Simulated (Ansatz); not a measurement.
Density of states of Ga (C2/c, a = 2.741 Å, b = 7.926 Å, c = 3.307 Å, α = 90.00°, β = 94.09°, γ = 90.00°), in states per eV and primitive cell, averaged over bins of 0.4 eV. Theory: Ansatz, DFT PBEsol, scalar-relativistic, plane waves, PAW.

Settings: cutoff 420 eV, Γ-centred mesh 16×16×12 on the computed 2-atom cell, Gaussian smearing of 0.10 eV; no spin polarisation.

The cell is relaxed at this level. The states (both spins) are summed by tetrahedra on a 24×24×18 mesh at the self-consistent density. Energies are bin centres; the table starts no lower than −8 eV and ends at 6 eV, or lower where the solved bands end.

It is a metal at this level.

```
E − E_F (eV) total Ga 4p Ga 4s
       -7.85   0.45   0.23   0.21
       -7.45   0.47   0.25   0.22
       -7.05   0.50   0.26   0.24
       -6.65   0.54   0.27   0.26
       -6.25   0.61   0.28   0.32
       -5.85   0.63   0.27   0.35
       -5.45   0.56   0.25   0.30
       -5.05   0.56   0.26   0.29
       -4.65   0.56   0.27   0.28
       -4.25   0.57   0.31   0.26
       -3.85   0.59   0.34   0.24
       -3.45   0.62   0.38   0.23
       -3.05   0.64   0.42   0.22
       -2.65   0.65   0.45   0.20
       -2.25   0.70   0.51   0.18
       -1.85   0.77   0.58   0.18
       -1.45   0.82   0.63   0.18
       -1.05   0.79   0.59   0.18
       -0.65   0.71   0.53   0.16
       -0.25   0.66   0.49   0.16
        0.15   0.69   0.50   0.17
        0.55   0.80   0.54   0.23
        0.95   0.80   0.55   0.22
        1.35   0.83   0.59   0.20
        1.75   0.89   0.65   0.20
        2.15   0.98   0.72   0.20
        2.55   0.92   0.69   0.18
        2.95   0.92   0.69   0.18
        3.35   0.89   0.67   0.17
        3.75   0.85   0.64   0.16
        4.15   0.82   0.62   0.15
        4.55   0.88   0.66   0.14
        4.95   0.91   0.68   0.14
        5.35   0.94   0.70   0.13
        5.75   0.94   0.67   0.13
```

The columns after the total are the Löwdin projections on the occupied valence shells of the potentials. The rest of the total lies in shells that are empty in the free atom, which aren't projected, and between the atoms.

This form isn't the element's structure at ambient conditions.

Cost: 1 run of about 1.6 core-minutes, on Arm Neoverse V2 (shared hosts).